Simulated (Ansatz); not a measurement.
**Electron scattering at the twin(10-12) boundary in hcp Ru with Re (substitutional)**

Aim: the relaxed structure and the specific resistance of the twin(10-12) boundary in hcp Ru with Re (substitutional).

Calculated with Ansatz 0.2.0; Ansatz plane-wave DFT, PBE, PAW files; relaxation of a bicrystal slab with its lowest layers held; PAW set soft_1, in the first sound run; inputs show where later runs differ.

## Step 1: Set-up

The cell holds 25 atoms: 24 Ru and 1 Re. Cell: a = 6.348 Å, b = 2.706 Å, c = 30.744 Å, α = 90.0°, β = 90.0°, γ = 90.0°. It derives from Ru. built on the (1 0 2) plane; 1 overlapping atoms removed and the grains opened by 0.25 Å. Vacuum lies along c.

## Step 2: Relaxing the bicrystal

The boundary is built by mirroring the lower grain in the boundary plane and removing any atoms that overlap; then the Re is put in at the boundary. A thin bicrystal slab is relaxed first, with the lowest layers held and the upper grain free to shift and open.

Contents of input.yaml:

```yaml
crystal:
  lattice:
    - [6.3481279548, 0.0, 0.0]
    - [0.0, 2.7058, 0.0]
    - [0.0, 0.0, 30.7438509922]
  atoms:
    - { symbol: Ru, position: [0.112577786, 0.4166666667, 0.1626341476] }
    - { symbol: Ru, position: [0.4309007479, 0.9166666666, 0.1969083729] }
    - { symbol: Ru, position: [0.8400622288, 0.9166666667, 0.2140454855] }
    - { symbol: Ru, position: [0.1583851907, 0.4166666666, 0.2483197108] }
    - { symbol: Ru, position: [0.5675466716, 0.4166666667, 0.2654568235] }
    - { symbol: Ru, position: [0.8858696335, 0.9166666666, 0.2997310488] }
    - { symbol: Ru, position: [0.2950311144, 0.9166666667, 0.3168681614] }
    - { symbol: Ru, position: [0.6133540763, 0.4166666666, 0.3511423867] }
    - { symbol: Ru, position: [0.0225155572, 0.4166666667, 0.3682794994] }
    - { symbol: Ru, position: [0.3408385191, 0.9166666666, 0.4025537246] }
    - { symbol: Ru, position: [0.75, 0.9166666667, 0.4196908373] }
    - { symbol: Re, position: [0.0683229619, 0.4166666666, 0.4539650626] }
    - { symbol: Ru, position: [0.75, 0.9166666667, 0.4963709952] }
    - { symbol: Ru, position: [0.3408385191, 0.9166666666, 0.5135081079] }
    - { symbol: Ru, position: [0.0225155572, 0.4166666667, 0.5477823332] }
    - { symbol: Ru, position: [0.6133540763, 0.4166666666, 0.5649194458] }
    - { symbol: Ru, position: [0.2950311144, 0.9166666667, 0.5991936711] }
    - { symbol: Ru, position: [0.8858696335, 0.9166666666, 0.6163307838] }
    - { symbol: Ru, position: [0.5675466716, 0.4166666667, 0.6506050091] }
    - { symbol: Ru, position: [0.1583851907, 0.4166666666, 0.6677421217] }
    - { symbol: Ru, position: [0.8400622288, 0.9166666667, 0.702016347] }
    - { symbol: Ru, position: [0.4309007479, 0.9166666666, 0.7191534597] }
    - { symbol: Ru, position: [0.112577786, 0.4166666667, 0.7534276849] }
    - { symbol: Ru, position: [0.7034163051, 0.4166666666, 0.7705647976] }
    - { symbol: Ru, position: [0.3850933432, 0.9166666667, 0.8048390229] }
kpoints:
  mp_grid: { grid: [4, 9, 1] }
hamiltonian:
  xc: pbe
  pseudopotentials: { kind: paw, azcp: { folder: soft_1 } }
scf:
  occupations: { method: fermi_dirac, width: 0.1 }
relax:
  f_tol: 0.03
  max_steps: 80
  constraints: [{ sites: [0, 1, 2, 3] }]
```

Launch:

```console
$ ansatz run input.yaml --threads 4 --pin off --max-ram 15360MiB --backend cpu --events-out ev --progress --plain --runs-dir out
```

Numbers of over 12 decimals in the logs are rounded to 6 here.

The program printed:

```text
Engine: ansatz 0.2.0, aarch64-unknown-linux-gnu
Pseudopotentials: kind: paw
Pseudopotential: Ru, paw, valence charge 16, recommended cutoff 420 eV (normal), soft_1/Ru.paw.azcp
Pseudopotential: Re, paw, valence charge 15, recommended cutoff 420 eV (normal), soft_1/Re.paw.azcp
Functional definition: PBE
  parameter kappa = 0.804
  parameter beta = 0.066725
  exchange = pbe_x(kappa = kappa, mu = beta*pi^2/3)
  correlation = pbe_c(beta = beta)
Crystal: 25 atoms, lattice volume = 528.080 Å³
Basis set: ecut = 420 eV, 10363 PW (Γ), exchange–correlation on 90×40×432 points (8 copies of the dense FFT grid, shifted against one another)
Bands: 240, of which v1, the nominal top of the filled ones, is band 200 counted from 1 (199 counted from 0)
Symmetry: 2 space group operations
Space group: Pm (ITA 6), of the structure as read, at distance tolerance 8.1e-5 Å
k-points: 15 of 36 (time reversal used)
Non-local potential: Ru, projectors of the file, l = 0: 3, l = 1: 2, l = 2: 2, l = 3: 1
Non-local potential: Re, projectors of the file, l = 0: 3, l = 1: 2, l = 2: 2, l = 3: 1
PAW form: soft (Blöchl's): semilocal exchange-correlation on the pseudo side does not see the compensation charge
PAW one-centre angular grid: Ru, 590 points (default); XC on 64 Gauss nodes
PAW one-centre angular grid: Re, 590 points (default); XC on 64 Gauss nodes
Initial density: superposition of atomic densities (neutral atoms: chi_scale 0, normalization atom)
Initial wavefunctions: pseudopotential atomic-orbital guess
Functional: x = pbe(κ = 0.804, μ = 0.219515), c = pbe(β = 0.066725)
SCF iter   1: F=—  HF=-151967.059786 eV  |F-HF|=—  |Δ(HF+E_count)|=         —  Δρ=9.83e-2  dr2=1.68e2  ethr=3.10e-3  ⟨swp⟩=7.1  Hψ=13817  notcnv=0  defer=4
preconditioner: auto → LDOS  [metal: Δε(μ)=0.005 eV  Ē_g=4.980 eV  σ=0.100 eV  W_gap=0.01  n_scr=154 (ndim 8)  ℏωp=22.8 eV  f_vac=0.298  D(μ)=23.18/eV (n_scr^D=196)  β→1.0]
SCF iter   2: F=—  HF=-151968.219337 eV  |F-HF|=—  |Δ(HF+E_count)|=    1.16e0  Δρ=1.01e-1  dr2=8.43e1  ethr=3.10e-3  ⟨swp⟩=4.0  Hψ=10022  notcnv=0  defer=17
SCF iter   3: F=—  HF=-151950.552906 eV  |F-HF|=—  |Δ(HF+E_count)|=    1.77e1  Δρ=7.56e-3  dr2=1.06e0  ethr=3.10e-3  ⟨swp⟩=3.0  Hψ=8972  notcnv=0  defer=24
SCF iter   4: F=—  HF=-151950.457832 eV  |F-HF|=—  |Δ(HF+E_count)|=   9.51e-2  Δρ=3.81e-3  dr2=1.77e-1  ethr=2.64e-4  ⟨swp⟩=2.9  Hψ=7182  notcnv=0  defer=24
SCF iter   5: F=—  HF=-151950.420865 eV  |F-HF|=—  |Δ(HF+E_count)|=   3.70e-2  Δρ=1.23e-3  dr2=2.43e-2  ethr=4.44e-5  ⟨swp⟩=2.3  Hψ=5636  notcnv=0  defer=24
SCF iter   6: F=—  HF=-151950.421220 eV  |F-HF|=—  |Δ(HF+E_count)|=   3.56e-4  Δρ=4.64e-4  dr2=1.67e-3  ethr=6.09e-6  ⟨swp⟩=2.1  Hψ=5083  notcnv=0  defer=24
SCF iter   7: F=—  HF=-151950.422588 eV  |F-HF|=—  |Δ(HF+E_count)|=   1.37e-3  Δρ=1.56e-4  dr2=5.15e-4  ethr=4.20e-7  ⟨swp⟩=2.3  Hψ=5526  notcnv=0  defer=24
SCF iter   8: F=—  HF=-151950.422592 eV  |F-HF|=—  |Δ(HF+E_count)|=   4.11e-6  Δρ=6.53e-5  dr2=5.91e-5  ethr=1.29e-7  ⟨swp⟩=2.3  Hψ=5279  notcnv=0  defer=24
SCF iter   9: F=-151950.422591 eV  HF=-151950.422596 eV  |F-HF|=5.63e-6  |Δ(HF+E_count)|=   4.17e-6  Δρ=2.46e-5  dr2=9.73e-6  ethr=5.64e-9  ⟨swp⟩=5.0  Hψ=12613  notcnv=0
SCF 1 converged in 9 iterations: F = -151950.422591 eV  dr2 = 9.73e-6
  greatest PAW one-centre occupation: 1.000 electrons in one spin orbital (limit 2), on the Re atom at site 11 (counted from 0), in its partial waves of l = 0
relax step   1: F+E_penalty+E_count = -151950.42259079 eV  Δ(F+E_penalty+E_count) = +0.000e0 eV  max|allowed force component| = 1.543e0 eV/Å  Δτ_max = 0.0000 Å  (9 SCF iters, dr2 threshold 2.25e-5 eV, accepted)
Initial density: handed on by an earlier stage of this run
Initial wavefunctions: those handed on with the density
iter 1 solved again at ethr=8.58e-4 eV; its pass at ethr=3.10e-3 eV (dr2=3.42e0 eV) is discarded
SCF iter   1: F=—  HF=-151951.066857 eV  |F-HF|=—  |Δ(HF+E_count)|=         —  Δρ=1.37e-2  dr2=3.51e0  ethr=8.58e-4  ⟨swp⟩=1.1  Hψ=12882  notcnv=0  defer=17
preconditioner: auto → LDOS  [metal: Δε(μ)=0.022 eV  Ē_g=4.586 eV  σ=0.100 eV  W_gap=0.06  n_scr=154 (ndim 8)  ℏωp=22.8 eV  f_vac=0.303  D(μ)=24.60/eV (n_scr^D=218)  β→1.0]
SCF iter   2: F=—  HF=-151950.988039 eV  |F-HF|=—  |Δ(HF+E_count)|=   7.88e-2  Δρ=7.07e-3  dr2=5.38e-1  ethr=8.58e-4  ⟨swp⟩=2.1  Hψ=5670  notcnv=0  defer=17
SCF iter   3: F=—  HF=-151950.907219 eV  |F-HF|=—  |Δ(HF+E_count)|=   8.08e-2  Δρ=2.94e-3  dr2=1.15e-1  ethr=1.35e-4  ⟨swp⟩=3.1  Hψ=7388  notcnv=0  defer=17
SCF iter   4: F=—  HF=-151950.877748 eV  |F-HF|=—  |Δ(HF+E_count)|=   2.95e-2  Δρ=5.96e-4  dr2=2.58e-3  ethr=2.89e-5  ⟨swp⟩=2.0  Hψ=5146  notcnv=0  defer=17
SCF iter   5: F=—  HF=-151950.878405 eV  |F-HF|=—  |Δ(HF+E_count)|=   6.58e-4  Δρ=1.64e-4  dr2=2.13e-4  ethr=6.46e-7  ⟨swp⟩=3.5  Hψ=7721  notcnv=0  defer=21
SCF iter   6: F=-151950.878443 eV  HF=-151950.878458 eV  |F-HF|=1.46e-5  |Δ(HF+E_count)|=   5.24e-5  Δρ=6.55e-5  dr2=4.35e-5  ethr=2.51e-8  ⟨swp⟩=3.0  Hψ=13494  notcnv=0
SCF 2 converged in 6 iterations: F = -151950.878443 eV  dr2 = 4.35e-5
relax step   2: F+E_penalty+E_count = -151950.87844320 eV  Δ(F+E_penalty+E_count) = -4.559e-1 eV  max|allowed force component| = 1.390e0 eV/Å  Δτ_max = 0.1903 Å  (6 SCF iters, dr2 threshold 1.00e-4 eV, accepted)
iter 1 solved again at ethr=3.66e-4 eV; its pass at ethr=3.10e-3 eV (dr2=1.46e0 eV) is discarded
SCF iter   1: F=—  HF=-151951.078711 eV  |F-HF|=—  |Δ(HF+E_count)|=         —  Δρ=7.71e-3  dr2=1.25e0  ethr=3.66e-4  ⟨swp⟩=1.2  Hψ=11468  notcnv=0  defer=20
preconditioner: auto → LDOS  [metal: Δε(μ)=0.008 eV  Ē_g=4.594 eV  σ=0.100 eV  W_gap=0.02  n_scr=154 (ndim 8)  ℏωp=22.8 eV  f_vac=0.303  D(μ)=24.63/eV (n_scr^D=218)  β→1.0]
SCF iter   2: F=—  HF=-151951.046296 eV  |F-HF|=—  |Δ(HF+E_count)|=   3.24e-2  Δρ=4.12e-3  dr2=1.41e-1  ethr=3.14e-4  ⟨swp⟩=2.0  Hψ=5500  notcnv=0  defer=20
SCF iter   3: F=—  HF=-151951.027787 eV  |F-HF|=—  |Δ(HF+E_count)|=   1.85e-2  Δρ=2.27e-3  dr2=4.71e-2  ethr=3.53e-5  ⟨swp⟩=3.0  Hψ=8117  notcnv=0  defer=20
SCF iter   4: F=—  HF=-151951.016276 eV  |F-HF|=—  |Δ(HF+E_count)|=   1.15e-2  Δρ=5.20e-4  dr2=1.65e-3  ethr=1.18e-5  ⟨swp⟩=2.5  Hψ=5491  notcnv=0  defer=20
SCF iter   5: F=—  HF=-151951.015887 eV  |F-HF|=—  |Δ(HF+E_count)|=   3.89e-4  Δρ=9.32e-5  dr2=5.67e-5  ethr=4.14e-7  ⟨swp⟩=2.9  Hψ=7288  notcnv=0  defer=20
SCF iter   6: F=-151951.015883 eV  HF=-151951.015885 eV  |F-HF|=1.59e-6  |Δ(HF+E_count)|=   2.47e-6  Δρ=2.71e-5  dr2=5.11e-6  ethr=1.42e-8  ⟨swp⟩=4.7  Hψ=11571  notcnv=0
SCF 3 converged in 6 iterations: F = -151951.015883 eV  dr2 = 5.11e-6
relax step   3: F+E_penalty+E_count = -151951.01588292 eV  Δ(F+E_penalty+E_count) = -1.374e-1 eV  max|allowed force component| = 2.273e-1 eV/Å  Δτ_max = 0.0844 Å  (6 SCF iters, dr2 threshold 1.00e-4 eV, accepted)
[...]
relax step   4: F+E_penalty+E_count = -151951.02399561 eV  Δ(F+E_penalty+E_count) = -8.113e-3 eV  max|allowed force component| = 3.333e-2 eV/Å  Δτ_max = 0.0243 Å  (5 SCF iters, dr2 threshold 3.23e-6 eV, accepted)
[...]
relax step   5: F+E_penalty+E_count = -151951.02360284 eV  Δ(F+E_penalty+E_count) = +3.928e-4 eV  max|allowed force component| = 5.003e-2 eV/Å  Δτ_max = 0.0218 Å  (7 SCF iters, rejected (line search))
SCF iter   1: F=—  HF=-151951.025360 eV  |F-HF|=—  |Δ(HF+E_count)|=         —  Δρ=1.23e-3  dr2=7.61e-3  ethr=1.76e-5  ⟨swp⟩=2.7  Hψ=6619  notcnv=0  defer=20
preconditioner: auto → LDOS  [metal: Δε(μ)=0.004 eV  Ē_g=4.588 eV  σ=0.100 eV  W_gap=0.01  n_scr=154 (ndim 8)  ℏωp=22.8 eV  f_vac=0.303  D(μ)=24.61/eV (n_scr^D=218)  β→1.0]
SCF iter   2: F=—  HF=-151951.024522 eV  |F-HF|=—  |Δ(HF+E_count)|=   8.37e-4  Δρ=6.58e-4  dr2=2.09e-3  ethr=1.91e-6  ⟨swp⟩=2.5  Hψ=6731  notcnv=0  defer=20
SCF iter   3: F=—  HF=-151951.023815 eV  |F-HF|=—  |Δ(HF+E_count)|=   7.07e-4  Δρ=1.39e-4  dr2=1.64e-4  ethr=5.23e-7  ⟨swp⟩=3.0  Hψ=7665  notcnv=0  defer=20
SCF iter   4: F=—  HF=-151951.023789 eV  |F-HF|=—  |Δ(HF+E_count)|=   2.69e-5  Δρ=5.40e-5  dr2=3.24e-5  ethr=4.11e-8  ⟨swp⟩=2.5  Hψ=5935  notcnv=0  defer=20
SCF iter   5: F=—  HF=-151951.024713 eV  |F-HF|=—  |Δ(HF+E_count)|=   9.25e-4  Δρ=1.09e-5  dr2=6.13e-7  ethr=8.12e-9  ⟨swp⟩=2.5  Hψ=5697  notcnv=0  defer=20
SCF iter   6: F=—  HF=-151951.024713 eV  |F-HF|=—  |Δ(HF+E_count)|=   4.52e-8  Δρ=3.42e-6  dr2=1.16e-7  ethr=2.51e-11  ⟨swp⟩=5.6  Hψ=14281  notcnv=0
SCF iter   7: F=-151951.024713 eV  HF=-151951.024713 eV  |F-HF|=3.20e-9  |Δ(HF+E_count)|=   1.40e-8  Δρ=1.13e-6  dr2=7.94e-9  ethr=2.51e-11  ⟨swp⟩=4.3  Hψ=10882  notcnv=0
SCF 6 converged in 7 iterations: F = -151951.024713 eV  dr2 = 7.94e-9
relax step   6: F+E_penalty+E_count = -151951.02471314 eV  Δ(F+E_penalty+E_count) = -7.175e-4 eV  max|allowed force component| = 7.418e-3 eV/Å  Δτ_max = 0.0106 Å  (7 SCF iters, accepted)
SCF converged after 7 iterations
Free energy (F): -151951.024713 eV
Harris-Foulkes:  -151951.024713 eV  (|F-HF|=3.20e-9)
Internal energy: -151950.204771 eV  (E = F + TS)
E sigma→0 (E₀):  -151950.614742 eV
Entropy (-TS):   -0.819942 eV (-32.798 meV/atom)
Fermi energy:    13.474304 eV
--- Per-component energies (eV) ---
  E_band       = -5320.376183
  E_kinetic    = 11545.849300
  E_local      = -513447.844900  (includes V_loc(G=0)·N_el)
  E_nonlocal   = 9998.078408
  E_hartree    = 249518.806176
  E_xc         = -4423.343161
  E_vxc        = -5431.451231  (∫ρ·V_xc dr)
  E_paw        = -92744.843688  (= ΣΔE_a)
  E_vpaw       = -7022.637091  (= ΣTr[D̂ρ^β])
  E_aug_tail   = 0.015369  (compensation charges beyond the density's cutoff)
  E_ewald      = 187603.077724
  E_smearing   = -0.819942  (= −TS)
  E_closure    = 0.000000  (closes the sum)
  Σ components = -151951.024713   (vs F -151951.024713, Δ=0.00e0)
--- Forces (eV/Å), atoms counted from 1 ---
  atom   1  Ru     0.08689057     0.00000000     1.46384238
  atom   2  Ru    -0.56019550     0.00000000    -0.05918524
  atom   3  Ru     0.34544605     0.00000000    -0.50632503
  atom   4  Ru     0.13387244     0.00000000    -0.90596336
  atom   5  Ru     0.00121829     0.00000000    -0.00081412
  atom   6  Ru     0.00206824     0.00000000     0.00197401
  atom   7  Ru    -0.00741768     0.00000000    -0.00247909
  atom   8  Ru     0.00353772     0.00000000     0.00341379
  atom   9  Ru     0.00613611     0.00000000    -0.00060940
  atom  10  Ru    -0.00310110     0.00000000     0.00058586
  atom  11  Ru    -0.00123048     0.00000000     0.00505974
  atom  12  Re    -0.00165578     0.00000000     0.00190358
  atom  13  Ru    -0.00615917     0.00000000    -0.00189816
  atom  14  Ru     0.00081831     0.00000000    -0.00111716
  atom  15  Ru     0.00265690     0.00000000     0.00056818
  atom  16  Ru     0.00545848     0.00000000     0.00134997
  atom  17  Ru    -0.00529723     0.00000000     0.00084540
  atom  18  Ru    -0.00097085     0.00000000    -0.00523351
  atom  19  Ru    -0.00507224     0.00000000    -0.00126376
  atom  20  Ru     0.00032551     0.00000000     0.00119710
  atom  21  Ru     0.00002748     0.00000000     0.00404130
  atom  22  Ru     0.00476387     0.00000000     0.00222262
  atom  23  Ru    -0.00319730     0.00000000     0.00116103
  atom  24  Ru    -0.00101479     0.00000000    -0.00145308
  atom  25  Ru     0.00199549     0.00000000    -0.00185698
  max |Σ_I F_I| component: 9.67e-5 eV/Å
--- Relaxed structure (6 steps of the walk, 5 accepted, 0 SCFs on fresh bases) ---
  F+E_penalty+E_count = -151951.02471314 eV   max|allowed force component| = 7.418e-3 eV/Å
  atoms:
    - { symbol: Ru, position: [0.112577786, 0.416667, 0.162634] }
    - { symbol: Ru, position: [0.4309007479, 0.916667, 0.196908] }
    - { symbol: Ru, position: [0.840062, 0.916667, 0.214045] }
    - { symbol: Ru, position: [0.158385, 0.416667, 0.248320] }
    - { symbol: Ru, position: [0.566029, 0.416667, 0.264954] }
    - { symbol: Ru, position: [0.879572, 0.916667, 0.299379] }
    - { symbol: Ru, position: [0.290517, 0.916667, 0.317474] }
    - { symbol: Ru, position: [0.609854, 0.416667, 0.350508] }
    - { symbol: Ru, position: [0.020784, 0.416667, 0.370415] }
    - { symbol: Ru, position: [0.333437, 0.916667, 0.406918] }
    - { symbol: Ru, position: [0.742110, 0.916667, 0.417132] }
    - { symbol: Re, position: [0.078708, 0.416667, 0.456670] }
    - { symbol: Ru, position: [0.739352, 0.916667, 0.496459] }
    - { symbol: Ru, position: [0.330745, 0.916667, 0.507214] }
    - { symbol: Ru, position: [0.017044, 0.416667, 0.543067] }
    - { symbol: Ru, position: [0.606171, 0.416667, 0.563202] }
    - { symbol: Ru, position: [0.287192, 0.916667, 0.596681] }
    - { symbol: Ru, position: [0.878598, 0.916667, 0.613623] }
    - { symbol: Ru, position: [0.562221, 0.416667, 0.648364] }
    - { symbol: Ru, position: [0.152213, 0.416667, 0.665391] }
    - { symbol: Ru, position: [0.835121, 0.916667, 0.699918] }
    - { symbol: Ru, position: [0.423941, 0.916667, 0.718385] }
    - { symbol: Ru, position: [0.110345, 0.416667, 0.752317] }
    - { symbol: Ru, position: [0.694368, 0.416667, 0.767677] }
    - { symbol: Ru, position: [0.378529, 0.916667, 0.799176] }
```

Wall time 6.3 min (4 threads of Arm Neoverse V1, shared host); peak memory 3.2 GiB.

Step by step:

| step | energy less that of the first step (eV) | largest force component (eV/Å) |
| --- | --- | --- |
| 1 | 0.0000 | 1.5427 |
| 2 | -0.4559 | 1.3898 |
| 3 | -0.5933 | 0.2273 |
| 4 | -0.6014 | 0.0333 |
| 5 | -0.6010 | 0.0500 |
| 6 | -0.6021 | 0.0074 |

Relaxation step 5 was tried and not accepted.

The run keeps the 2 symmetry operations that it works with, so distortions that break them were not tested.

The atoms that moved most (Å):

| atom | dx | dy | dz | length |
| --- | --- | --- | --- | --- |
| Ru14 | -0.064 | 0.000 | -0.194 | 0.204 |
| Ru25 | -0.042 | 0.000 | -0.174 | 0.179 |
| Ru15 | -0.035 | 0.000 | -0.145 | 0.149 |
| Ru10 | -0.047 | 0.000 | 0.134 | 0.142 |
| Re12 | 0.066 | 0.000 | 0.083 | 0.106 |
| Ru24 | -0.057 | 0.000 | -0.089 | 0.106 |
| Ru18 | -0.046 | 0.000 | -0.083 | 0.095 |
| Ru11 | -0.050 | 0.000 | -0.079 | 0.093 |

This step gave:

| Property | Result |
| --- | --- |
| free energy | -151951.0247 eV |
| energy at zero smearing | -151950.6147 eV |
| Fermi energy | 13.47 eV |

The largest force component on a free atom ends at 0.0074 eV/Å, under the tolerance of 0.03, after 6 steps.

(Part 1 of 2 ends here.)

[Logs are printed without paths, hosts, clocks, repeated set-up lines and the standing remarks that a program may print on its own settings, such as how far it seeks lower states.]

[Hosts, paths, dates, database ids (printed as entryN), source tags and the programs' standing remarks are cut or masked in the printed files.]
